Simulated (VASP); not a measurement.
# C (Fd-3m) in VASP: notebook

One crystal, C, is run at these levels: LDA; tasks: single point.

Everything below comes from runs of VASP 6.6.1. Logs are shortened: lines on timing, memory, paths and dates and some standing lists are left out, and cuts for length are marked.

## Step 1: The undisturbed crystal

The structure is cubic, space group Fd-3m (No. 227). Conventional cell: a = 3.567 Å, b = 3.567 Å, c = 3.567 Å, α = 90.00°, β = 90.00°, γ = 90.00°. Around C (site symmetry -43m) lie 4 C at 1.54 Å.

This isn't the form of C at room conditions, which is graphite.

## Step 2: Single point, LDA (grid = ENCUT=400 dk=0.45 cell=3x3x2 ISMEAR=0 SIGMA=0.02 LREAL=Auto EDIFF=1e-06)

Input file INCAR:

```
PREC = Accurate
ENCUT = 400
EDIFF = 1E-6
ISMEAR = 0
SIGMA = 0.02
LREAL = Auto
LASPH = T
NELM = 120
ALGO = Fast
ISIF = 2
LWAVE = F
LCHARG = F
NBANDS = 84
NCORE = 1
KPAR = 2
```

Input file KPOINTS:

```
Automatic mesh
0
Gamma
  3 3 4
```

Input file POSCAR:

```
C
1.0
    0.0000000000      5.3501100000      5.3501100000
    5.3501100000      0.0000000000      5.3501100000
    3.5667400000      3.5667400000      0.0000000000
C
36
Direct
    0.2500000000      0.2500000000      0.3750000000
    0.2500000000      0.2500000000      0.8750000000
    0.2500000000      0.5833333333      0.3750000000
    0.2500000000      0.5833333333      0.8750000000
    0.2500000000      0.9166666667      0.3750000000
    0.2500000000      0.9166666667      0.8750000000
    0.5833333333      0.2500000000      0.3750000000
    0.5833333333      0.2500000000      0.8750000000
    0.5833333333      0.5833333333      0.3750000000
    0.5833333333      0.5833333333      0.8750000000
    0.5833333333      0.9166666667      0.3750000000
    0.5833333333      0.9166666667      0.8750000000
    0.9166666667      0.2500000000      0.3750000000
    0.9166666667      0.2500000000      0.8750000000
    0.9166666667      0.5833333333      0.3750000000
    0.9166666667      0.5833333333      0.8750000000
    0.9166666667      0.9166666667      0.3750000000
    0.9166666667      0.9166666667      0.8750000000
    0.1666666667      0.1666666667      0.2500000000
    0.1666666667      0.1666666667      0.7500000000
    0.1666666667      0.5000000000      0.2500000000
    0.1666666667      0.5000000000      0.7500000000
    0.1666666667      0.8333333333      0.2500000000
    0.1666666667      0.8333333333      0.7500000000
    0.5000000000      0.1666666667      0.2500000000
    0.5000000000      0.1666666667      0.7500000000
    0.5000000000      0.5000000000      0.2500000000
    0.5000000000      0.5000000000      0.7500000000
    0.5000000000      0.8333333333      0.2500000000
    0.5000000000      0.8333333333      0.7500000000
    0.8333333333      0.1666666667      0.2500000000
    0.8333333333      0.1666666667      0.7500000000
    0.8333333333      0.5000000000      0.2500000000
    0.8333333333      0.5000000000      0.7500000000
    0.8333333333      0.8333333333      0.2500000000
    0.8333333333      0.8333333333      0.7500000000
```

Potentials or basis: VASP PAW LDA potentials, release 64 (C).

Started as:

```
$ cat potpaw_LDA.64/C/POTCAR > POTCAR
$ mpirun -np 4 vasp_std > vasp.out
```

OUTCAR:

```text
PREC = Accurate
   ENCUT = 400
   EDIFF = 1E-6
   ISMEAR = 0
   LREAL = Auto
   LASPH = T
   NELM = 120
   ISIF = 2

 Found     14 irreducible k-points:

 Following reciprocal coordinates:
            Coordinates               Weight
  0.000000  0.000000  0.000000      1.000000
  0.333333  0.000000  0.000000      4.000000
  0.333333  0.333333  0.000000      2.000000
 -0.333333  0.333333  0.000000      2.000000
  0.000000  0.000000  0.250000      2.000000
  0.333333  0.000000  0.250000      4.000000
   k-points           NKPTS =     14   k-points in BZ     NKDIM =     14   number of bands    NBANDS=     84
   number of dos      NEDOS =    301   number of ions     NIONS =     36
   total plane-waves  NPLWV =  90000
   dimension x,y,z NGX =    50 NGY =   50 NGZ =   36
   dimension x,y,z NGXF=   100 NGYF=  100 NGZF=   72
   ions per type =              36
   NGX,Y,Z   is equivalent  to a cutoff of  10.99, 10.99, 11.86 a.u.
   NGXF,Y,Z  is equivalent  to a cutoff of  21.97, 21.97, 23.73 a.u.
 SYSTEM =  unknown system
   PREC   = accura    normal or accurate (medium, high low for compatibility)
   ISTART =      0    job   : 0-new  1-cont  2-samecut
   ICHARG =      2    charge: 1-file 2-atom 10-const
   ISPIN  =      1    spin polarized calculation?
   LNONCOLLINEAR =      F non collinear calculations
   LSORBIT =      F    spin-orbit coupling
   LASPH  =      T    aspherical Exc in radial PAW
   ENCUT  =  400.0 eV  29.40 Ry    5.42 a.u.  12.34 12.34  8.23*2*pi/ulx,y,z
   NELM   =    120;   NELMIN=  2; NELMDL= -5     # of ELM steps
   EDIFF  = 0.1E-05   stopping-criterion for ELM
   LREAL  =      T    real-space projection
   EDIFFG = 0.1E-04   stopping-criterion for IOM
   NSW    =      0    number of steps for IOM
   IBRION =     -1    ionic relax: 0-MD 1-quasi-New 2-CG
   NFREE  =      0    steps in history (QN), initial steepest desc. (CG)
   ISIF   =      2    stress and relaxation
   ISYM   =      2    0-nonsym 1-usesym 2-fastsym
   POTIM  = 0.5000    time-step for ionic-motion
   TEBEG  =    0.0;   TEEND  =   0.0 temperature during run
   PSTRESS=    0.0 pullay stress
   NELECT =     144.0000    total number of electrons
   NUPDOWN=      -1.0000    fix difference up-down
   EMIN   =  10.00;   EMAX   =-10.00  energy-range for DOS
   EFERMI =   0.00;   METHOD = LEGACY
   ISMEAR =     0;   SIGMA  =   0.02  broadening in eV -4-tet -1-fermi 0-gaus
   EFERMI_NEDOS =   21; number of points for ismear=-14 and -15
   IALGO  =     68    algorithm
   IMIX   =      4    mixing-type and parameters
     AMIX     =   0.40;   BMIX     =  1.00
     AMIX_MAG =   1.60;   BMIX_MAG =  1.00
  volume/ion in A,a.u.               =       5.67        38.28
  Fermi-wavevector in a.u.,A,eV,Ry     =   1.457203  2.753714 28.891161  2.123440
  Thomas-Fermi vector in A             =   2.574032
   LORBIT       =      0    0 simple, 1 ext, 2 COOP (PROOUT), +10 PAW based schemes
   GGA     = CA    functional components
   LHFCALC =     F    Hartree Fock is set to
   AEXX    =    0.0000 exact exchange contribution
   IVDW    =     0    specifies the selected vdW correction
   LEPSILON=     F    determine dielectric tensor
   LRPA    =     F    only Hartree local field effects (RPA)
 non-spin polarized calculation
 RMM-DIIS sequential band-by-band and
 Gauss-broadening in eV      SIGMA  =   0.02
  energy-cutoff  :      400.00
  volume of cell :      204.19
 maximum number of plane-waves:      3726
 NGX is ok and might be reduce to    50
   NGX = 25   NGY = 25   NGZ = 17

 number of electron     144.0000012 magnetization

 Free energy of the ion-electron system (eV)
  ---------------------------------------------------
  ext. energy  EPLUGINS =         0.00000000
  ---------------------------------------------------
  free energy    TOTEN  =      -364.44885208 eV

  energy without entropy =     -364.44885208  energy(sigma->0) =     -364.44885208

 E-fermi :   9.8377     XC(G=0): -13.4999

 val. band max:        9.7438398021   @ k =   0.0000   0.0000   0.0000
 cond. band min:      13.8493295561   @ k =   0.0000   0.0000   0.0000
 fundamental gap:      4.1054897540
 Fermi energy:         9.8377207791

 k-point     1 :       0.0000    0.0000    0.0000
  band No.  band energies     occupation
      1     -11.5984      2.00000
      2      -8.5806      2.00000
      3      -8.5806      2.00000
      4      -8.5806      2.00000
      5      -8.5805      2.00000
      6      -7.5798      2.00000
[... 76 lines left out ...]
     83      16.0108      0.00000
     84      17.8367      0.00000

 k-point     2 :       0.3333    0.0000    0.0000
  band No.  band energies     occupation
      1     -11.2570      2.00000
      2     -10.2406      2.00000
      3      -8.9056      2.00000
      4      -8.5695      2.00000
      5      -7.6123      2.00000
      6      -6.8844      2.00000
[... 76 lines left out ...]
     83      16.4532      0.00000
     84      16.7009      0.00000

 k-point     3 :       0.3333    0.3333    0.0000
  band No.  band energies     occupation
      1     -11.1434      2.00000
      2      -9.7902      2.00000
      3      -9.4586      2.00000
      4      -9.4586      2.00000
      5      -7.1015      2.00000
      6      -6.8896      2.00000
[... 76 lines left out ...]
     83      16.7239      0.00000
     84      17.0921      0.00000

 k-point     4 :      -0.3333    0.3333    0.0000
  band No.  band energies     occupation
      1     -10.6907      2.00000
      2     -10.3523      2.00000
      3     -10.3523      2.00000
      4      -8.0331      2.00000
      5      -6.7472      2.00000
      6      -6.7472      2.00000
[... 76 lines left out ...]
     83      16.1348      0.00000
     84      17.3694      0.00000

 k-point     5 :       0.0000    0.0000    0.2500
  band No.  band energies     occupation
      1     -11.1666      2.00000
      2      -8.8998      2.00000
      3      -8.8998      2.00000
      4      -8.6476      2.00000
      5      -8.2909      2.00000
      6      -7.8114      2.00000
[... 76 lines left out ...]
     83      16.3819      0.00000
     84      16.4682      0.00000

 k-point     6 :       0.3333    0.0000    0.2500
  band No.  band energies     occupation
      1     -11.0813      2.00000
      2      -9.4811      2.00000
      3      -9.3147      2.00000
      4      -8.5298      2.00000
      5      -7.9506      2.00000
      6      -7.2612      2.00000
[... 76 lines left out ...]
     83      17.2630      0.00000
     84      17.3197      0.00000

 [... further k-points ...]

------------------------ aborting loop because EDIFF is reached ----------------------------------------

  FORCE on cell =-STRESS in cart. coord.  units (eV):
  Direction    XX          YY          ZZ          XY          YZ          ZX
  --------------------------------------------------------------------------------------
  -------------------------------------------------------------------------------------
  Total      -19.7231505    -19.7231505    -19.7437314      0.0313189     -0.0028691     -0.0028691
  in kB     -154.7604555   -154.7604555   -154.9219471      0.2457480     -0.0225129     -0.0225129
  external PRESSURE =    -154.8142861 kB  Pullay stress =       0.0000000 kB

 VOLUME and BASIS-vectors are now :
 -----------------------------------------------------------------------------
  energy-cutoff  :      400.00
  volume of cell :      204.19
      direct lattice vectors                 reciprocal lattice vectors
     0.000000000  5.350110000  5.350110000    -0.093456022  0.093456022  0.093456022
     5.350110000  0.000000000  5.350110000     0.093456022 -0.093456022  0.093456022
     3.566740000  3.566740000  0.000000000     0.140184034  0.140184034 -0.140184034

 POSITION                                       TOTAL-FORCE (eV/Angst)
 -----------------------------------------------------------------------------------
      2.67505      2.67505      2.67505        -0.000186     -0.000186      0.000015
      4.45843      4.45843      2.67505        -0.000186     -0.000186      0.000015
      4.45842      2.67505      4.45842        -0.000186     -0.000186      0.000015
      6.24179      4.45843      4.45842        -0.000186     -0.000186      0.000015
      6.24180      2.67505      6.24180        -0.000186     -0.000186      0.000015
      8.02517      4.45843      6.24180        -0.000186     -0.000186      0.000015
[... 28 lines left out ...]
      5.35011      5.35011      8.91685         0.000186      0.000186     -0.000015
      7.13348      7.13348      8.91685         0.000186      0.000186     -0.000015
 -----------------------------------------------------------------------------------
    total drift:                                0.000002      0.000002      0.000003

  FREE ENERGIE OF THE ION-ELECTRON SYSTEM (eV)
  ---------------------------------------------------
  free  energy   TOTEN  =      -364.4488520841 eV

  energy  without entropy=     -364.4488520841  energy(sigma->0) =     -364.44885208
```

Run time: 91 s. Hardware: 4 MPI ranks of Intel Xeon 6975P-C (Granite Rapids), shared host; peak memory 0.22 GiB.

These settings aren't checked as converged: the numbers below hold their error.

What came out:

| Item | Value |
| --- | --- |
| Free energy | -364.4489 eV |
| Band gap on the k mesh | 4.11 eV |

Caveat: the cutoff is under 1.25 times the usual one of these potentials, so pressure, stress and relaxed cells hold a basis-set (Pulay) error; an odd mesh through Γ misses points on the zone boundary, where band edges often lie.

(Continued in part 2 of 2.)
